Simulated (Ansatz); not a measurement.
# WS2 (R3m) in Ansatz: band structure with PBEsol

Aim: the band structure of WS2 with PBEsol.

Everything below comes from runs of Ansatz 0.2.0. Logs are shortened: lines on timing, memory, paths and dates and some standing lists are left out, and cuts for length are marked.

**1. The structure**

Symmetry: R3m, No. 160, trigonal system. The conventional cell has a = 3.158 Å, b = 3.158 Å, c = 18.490 Å, α = 90.00°, β = 90.00°, γ = 120.00°. W (site symmetry 3m) has 6 S at 2.39 to 2.42 Å as nearest neighbours. S (site symmetry 3m) is surrounded by 3 W at 2.42 Å. Around S (site symmetry 3m) lie 3 W at 2.39 Å.

Measurements of this composition are mostly on another form, of space group No. 194.

**2. Band structure, PBEsol**

The input, input.yaml:

```yaml
crystal:
  lattice:
    - [1.579, 0.9116360751, 6.1633333333]
    - [-1.579, 0.9116360751, 6.1633333333]
    - [0.0, -1.8232721501, 6.1633333333]
  atoms:
    - { symbol: W, position: [0.0, 0.0, 0.0] }
    - { symbol: S, position: [0.581, 0.581, 0.581] }
    - { symbol: S, position: [0.7503, 0.7503, 0.7503] }
hamiltonian:
  xc: pbesol
  pseudopotentials: { kind: paw }
kpoints:
  mp_grid: { grid: [10, 10, 10] }
  band_path:
    path:
      - [[0.0, 0.0, 0.0], [0.5, 0.0, 0.0], [0.5, 0.1812521368, -0.1812521368]]
      - [[0.8187478632, 0.5, 0.1812521368], [0.5, 0.5, 0.5], [0.0, 0.0, 0.0], [0.3406260684, 0.0, -0.3406260684]]
      - [[0.6593739316, 0.3406260684, 0.0], [0.5, 0.5, 0.0], [0.6593739316, 0.6593739316, 0.1812521368], [0.5, 0.5, 0.5]]
      - [[0.5, 0.0, 0.0], [0.8187478632, 0.3406260684, 0.3406260684]]
    npoints: 14
scf:
  occupations: { method: fermi_dirac, width: 0.05 }
  n_extra_bands: 7
output:
  forces: true
  stress: true
  eigenvalues: true
  fatbands: true
```

Potentials or basis: Ansatz PAW.

Started as:

```console
ansatz run input.yaml --threads 2 --pin off --max-ram 5632MiB --backend cpu --events-out ev --progress --plain --runs-dir out
```

Log:

```text
Warning: RAYON_NUM_THREADS=2 ignored (pool sized by the plan → 2); use --threads N
basis.fft_grid_basis auto: the FFT boxes are laid along the combinations [[1, 0, -1], [0, 1, -1], [0, 0, 1]] of the cell's own vectors, 3.158, 3.158 and 6.427 Å long. The dense box has 24×24×45 points. Along the cell's own vectors, as sized, it would have 45×45×45, 3.52 times as many. Of the 6 symmetry operations that the crystal satisfies within crystal.symmetry.tolerance (time reversal apart; of a slab, those that keep its plane) the dense box along the cell's own vectors carries 6, and the one as laid loses 4 of those. basis.fft_grid_basis: typed keeps the cell's own vectors: state it where this run's energies or levels are differenced outside the engine with another run's, or held beside a run that keeps those vectors.
scf.n_extra_bands = 7 over 13 filled bands (N_el = 26.0): the run solves 20 bands
Engine: ansatz 0.2.0, aarch64-unknown-linux-gnu
Pseudopotentials: kind: paw
Pseudopotential: W, paw, valence charge 14, recommended cutoff 420 eV (normal), W.paw.azcp
Pseudopotential: S, paw, valence charge 6, recommended cutoff 420 eV (normal), S.paw.azcp
Functional definition: PBEsol
  exchange = pbesol_x
  correlation = pbesol_c
Crystal: 3 atoms, lattice volume = 53.232 Å³
Basis set: ecut = 420 eV, 1011 PW (Γ), FFT grids on a1−a3, a2−a3, a3, exchange–correlation on 48×48×90 points (8 copies of the dense FFT grid, shifted against one another)
Bands: 20, of which v1, the nominal top of the filled ones, is band 13 counted from 1 (12 counted from 0)
Symmetry: 6 space group operations
Space group: R3m (ITA 160), of the structure as read, at distance tolerance 3.8e-5 Å
k-points: 116 of 1000 (time reversal used)
Non-local potential: W, projectors of the file, l = 0: 3, l = 1: 2, l = 2: 2, l = 3: 1
Non-local potential: S, projectors of the file, l = 0: 2, l = 1: 2, l = 2: 2
PAW form: soft (Blöchl's): semilocal exchange-correlation on the pseudo side does not see the compensation charge
PAW frozen core: W, regenerated for the run's functional, and the local potential with it (the file was generated under x = pbe(κ = 0.804, μ = 0.2195149727645171), c = pbe(β = 0.06672455060314922))
PAW frozen core: S, regenerated for the run's functional, and the local potential with it (the file was generated under x = pbe(κ = 0.804, μ = 0.2195149727645171), c = pbe(β = 0.06672455060314922))
PAW one-centre angular grid: W, 590 points (default); XC on 64 Gauss nodes
PAW one-centre angular grid: S, 110 points (default); XC on 64 Gauss nodes
Initial density: superposition of atomic densities (neutral atoms: chi_scale 0, normalization atom), corrected by the library's trained network
Initial wavefunctions: pseudopotential atomic-orbital guess
Functional: x = pbesol(κ = 0.804, μ = 0.12345679012345678), c = pbesol(β = 0.046)
SCF iter   1: F=—  HF=-12029.071854 eV  |F-HF|=—  |Δ(HF+E_count)|=         —  Δρ=8.29e-3  dr2=5.74e-2  ethr=1.77e-3  ⟨swp⟩=6.0  Hψ=13401  notcnv=0  defer=1
preconditioner: auto → none  [insulator: Δε(μ)=1.007 eV  Ē_g=10.795 eV  σ=0.050 eV  W_gap=1.00  n_scr=16 (ndim 8)  ℏωp=21.6 eV  f_vac=0.015  D(μ)=0.00/eV (n_scr^D=0)  ε∞_Penn≈5.0]
SCF iter   2: F=—  HF=-12029.089822 eV  |F-HF|=—  |Δ(HF+E_count)|=   1.80e-2  Δρ=9.23e-3  dr2=1.56e-1  ethr=2.21e-4  ⟨swp⟩=3.6  Hψ=4959  notcnv=0  defer=225  recentre
SCF iter   3: F=—  HF=-12029.064988 eV  |F-HF|=—  |Δ(HF+E_count)|=   2.48e-2  Δρ=3.63e-3  dr2=6.10e-3  ethr=2.21e-4  ⟨swp⟩=2.9  Hψ=3531  notcnv=0  defer=225
SCF iter   4: F=—  HF=-12029.065942 eV  |F-HF|=—  |Δ(HF+E_count)|=   9.54e-4  Δρ=1.05e-3  dr2=2.18e-4  ethr=2.35e-5  ⟨swp⟩=2.2  Hψ=3185  notcnv=0  defer=225
SCF iter   5: F=—  HF=-12029.066187 eV  |F-HF|=—  |Δ(HF+E_count)|=   2.45e-4  Δρ=2.77e-4  dr2=3.53e-5  ethr=8.38e-7  ⟨swp⟩=2.1  Hψ=2896  notcnv=0  defer=225
SCF iter   6: F=—  HF=-12029.066189 eV  |F-HF|=—  |Δ(HF+E_count)|=   1.63e-6  Δρ=1.28e-4  dr2=1.80e-5  ethr=1.36e-7  ⟨swp⟩=2.0  Hψ=3041  notcnv=0  defer=225
SCF iter   7: F=—  HF=-12029.066188 eV  |F-HF|=—  |Δ(HF+E_count)|=   8.48e-7  Δρ=5.02e-5  dr2=2.40e-6  ethr=6.93e-8  ⟨swp⟩=1.2  Hψ=2144  notcnv=0  defer=225
SCF iter   8: F=-12029.066188 eV  HF=-12029.066188 eV  |F-HF|=2.24e-8  |Δ(HF+E_count)|=   1.35e-7  Δρ=1.04e-5  dr2=6.37e-8  ethr=3.85e-10  ⟨swp⟩=9.0  Hψ=12227  notcnv=0
SCF 1 converged in 8 iterations: F = -12029.066188 eV  dr2 = 6.37e-8
NSCF: frozen V_eff on 130 k-points
SCF converged after 8 iterations
Free energy (F): -12029.066188 eV
Harris-Foulkes:  -12029.066188 eV  (|F-HF|=2.24e-8)
Internal energy: -12029.066188 eV  (E = F + TS)
E sigma→0 (E₀):  -12029.066188 eV
Entropy (-TS):   -0.000000 eV (-0.000 meV/atom)
Fermi energy:    12.115833 eV
--- Per-component energies (eV) ---
  E_band       = -189.022542
  E_kinetic    = 666.614970
  E_local      = -1759.404861  (includes V_loc(G=0)·N_el)
  E_nonlocal   = 60.347115
  E_hartree    = 697.895409
  E_xc         = -458.678152
  E_vxc        = -414.970038  (∫ρ·V_xc dr)
  E_paw        = -9604.506835  (= ΣΔE_a)
  E_vpaw       = -137.399984  (= ΣTr[D̂ρ^β])
  E_aug_tail   = -0.000066  (compensation charges beyond the density's cutoff)
  E_ewald      = -1631.679458
  E_core_change = 0.345691  (= ΣΔE_core)
  E_smearing   = -0.000000  (= −TS)
  E_closure    = -0.000000  (closes the sum)
  Σ components = -12029.066188   (vs F -12029.066188, Δ=0.00e0)
--- Forces (eV/Å), atoms counted from 1 ---
  atom   1  W      0.00000000    -0.00000000    -0.59941578
  atom   2  S      0.00000000     0.00000000     0.36915870
  atom   3  S      0.00000000     0.00000000     0.23044334
  max |Σ_I F_I| component: 1.86e-4 eV/Å
--- Stress (GPa, compression-positive) ---
       -0.972559       0.000000      -0.000000
        0.000000      -0.972559       0.000000
        0.000000       0.000000       0.063148
  P = ⅓ Tr σ = -0.6273 GPa (-6.273 kbar)
--- Band table (eV; the first three rows and the last of 116) ---
  k-point 0: bands = ["-62.8878", "-27.1938", "-27.0082", "-27.0082", "-4.0177", "-2.0010", "3.9545", "8.0980", "8.0980", "9.3572", "9.3572", "10.0915", "10.4195", "13.8316", "13.8316", "14.1955", "14.1955", "16.2674", "19.3196", "20.0118"]
  k-point 1: bands = ["-62.8860", "-27.1873", "-27.0441", "-27.0165", "-3.8450", "-1.9517", "4.1656", "7.6734", "8.2651", "8.7475", "9.0956", "10.1917", "10.5184", "13.6034", "13.8714", "13.9706", "14.2156", "17.0268", "19.9042", "20.1237"]
  k-point 2: bands = ["-62.8812", "-27.1702", "-27.1370", "-27.0382", "-3.3627", "-1.8138", "4.7042", "6.7830", "7.7692", "8.4935", "8.7581", "9.9686", "10.2893", "13.0078", "13.7493", "14.1879", "14.7705", "18.1859", "19.9461", "20.4967"]
  k-point 115: bands = ["-62.8878", "-27.1938", "-27.0082", "-27.0082", "-3.7916", "-2.4373", "5.0057", "7.7722", "8.0824", "8.0824", "9.3896", "9.3896", "11.6570", "13.9474", "13.9474", "14.0340", "14.0340", "16.4913", "19.7972", "21.2848"]
```

Wall time 13 s (2 threads of Arm Neoverse V2, shared host); peak memory 0.41 GiB.

What came out:

- Free energy: -12029.0662 eV
- Pressure: -0.6 GPa
- Largest force: 0.599 eV/Å
- Band gap on the k mesh: 1.01 eV, indirect (least direct gap 2.23 eV)
- Band gap along the path: 0.97 eV, indirect (least direct gap 1.89 eV)

Forces on the atoms (eV/Å):
```
W    0.000  0.000 -0.599
S    0.000  0.000  0.369
S    0.000  0.000  0.230
```

Levels at the corners of the path, in eV from the valence-band top:
| point | band 9 | band 10 | band 11 | band 12 | band 13 | band 14 | band 15 | band 16 | band 17 | band 18 |
| --- | --- | --- | --- | --- | --- | --- | --- | --- | --- | --- |
| Γ | -3.56 | -2.30 | -2.30 | -1.57 | -1.24 | 2.17 | 2.17 | 2.54 | 2.54 | 4.61 |
| L | -5.32 | -4.18 | -2.57 | -1.81 | -1.75 | 2.28 | 2.57 | 3.56 | 3.86 | 4.30 |
| B1 | -5.26 | -4.65 | -4.08 | -3.03 | -0.71 | 1.23 | 2.50 | 3.52 | 4.83 | 6.01 |
| B | -5.26 | -4.65 | -4.08 | -3.03 | -0.71 | 1.23 | 2.50 | 3.52 | 4.83 | 6.01 |
| Z | -3.57 | -3.57 | -2.27 | -2.27 | 0.00 | 2.29 | 2.29 | 2.38 | 2.38 | 4.83 |
| Γ | -3.56 | -2.30 | -2.30 | -1.57 | -1.24 | 2.17 | 2.17 | 2.54 | 2.54 | 4.61 |
| X | -5.30 | -4.66 | -4.02 | -3.07 | -0.69 | 1.20 | 2.50 | 3.48 | 4.89 | 5.78 |
| Q | -5.30 | -4.66 | -4.02 | -3.07 | -0.69 | 1.20 | 2.50 | 3.48 | 4.89 | 5.78 |
| F | -5.02 | -4.10 | -3.18 | -2.01 | -1.56 | 2.24 | 2.68 | 3.16 | 4.37 | 4.88 |
| P1 | -5.09 | -4.11 | -3.05 | -1.97 | -1.58 | 2.23 | 2.73 | 3.20 | 4.23 | 4.56 |
| Z | -3.57 | -3.57 | -2.27 | -2.27 | 0.00 | 2.29 | 2.29 | 2.38 | 2.38 | 4.83 |
| L | -5.32 | -4.18 | -2.57 | -1.81 | -1.75 | 2.28 | 2.57 | 3.56 | 3.86 | 4.30 |
| P | -5.09 | -4.11 | -3.05 | -1.97 | -1.58 | 2.23 | 2.73 | 3.20 | 4.23 | 4.56 |

Caveat: spin-orbit coupling is left out, which moves the levels of the heavy elements; the PAW data sets come from PBE, with cores solved anew for the run's functional, which leaves a small shift of forces and pressure.
